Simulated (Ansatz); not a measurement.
# Sc3Al: the cost of one run

Program: Ansatz 0.2.0. Level of theory: DFT PBE, scalar-relativistic, plane waves, PAW. These are calculated values, not measurements.

### 1 The structure to begin with

The structure is hexagonal, space group P-6m2 (No. 187). Conventional cell: a = 2.744 Å, b = 2.744 Å, c = 9.858 Å, α = 90.00°, β = 90.00°, γ = 120.00°. Around Sc (site symmetry -6m2) lie 12 Sc at 2.74 to 2.89 Å. Sc (site symmetry 3m) has 9 Sc at 2.74 to 2.89 Å and 3 Al at 2.97 Å as nearest neighbours. Al (site symmetry -6m2) is surrounded by 6 Al at 2.74 Å and 6 Sc at 2.97 Å.

Coordinates:

```cif
data_structure
_symmetry_space_group_name_H-M 'P 1'
_symmetry_Int_Tables_number 1
_cell_length_a 2.7441
_cell_length_b 2.7441
_cell_length_c 9.8585
_cell_angle_alpha 90.000
_cell_angle_beta 90.000
_cell_angle_gamma 120.000
_cell_volume 64.29
loop_
_atom_site_label
_atom_site_type_symbol
_atom_site_fract_x
_atom_site_fract_y
_atom_site_fract_z
_atom_site_occupancy
Sc1 Sc 0.00000 0.00000 0.00000 1
Sc2 Sc 0.33333 0.66667 0.75479 1
Sc3 Sc 0.33333 0.66667 0.24521 1
Al1 Al 0.00000 0.00000 0.50000 1
```

A structure generator made this guess: species swapped into a database cell of Cd3Hg (P-6m2, No. 187), with Sc on the Cd sites and Al on the Hg sites. The dimensions are guesses.

### 2 A first look at the guess

Contents of input.yaml:

```yaml
crystal:
  lattice:
    - [2.74412346, 0.0, 0.0]
    - [-1.37206173, 2.37648063, 0.0]
    - [0.0, 0.0, 9.85846681]
  atoms:
    - { symbol: Sc, position: [0.0, 0.0, 0.0] }
    - { symbol: Sc, position: [0.33333333, 0.66666667, 0.7547884] }
    - { symbol: Sc, position: [0.33333333, 0.66666667, 0.2452116] }
    - { symbol: Al, position: [0.0, 0.0, 0.5] }
basis:
  ecutwfc: 420
kpoints:
  mp_grid: { grid: [6, 6, 2] }
hamiltonian:
  xc: pbe
scf:
  occupations: { method: gaussian, width: 0.1 }
  lower_state_search: "off"
output:
  forces: true
  stress: true
  eigenvalues: true
```

On the command line:

```bash
ansatz run input.yaml --threads 1 --pin off --max-ram 2560MiB --backend cpu --events-out ev --progress --plain --runs-dir out
```

Q: Estimate wall time and peak memory on 1 thread of Arm Neoverse V1, shared host.

About 2 s, with a peak of 0.28 GiB.
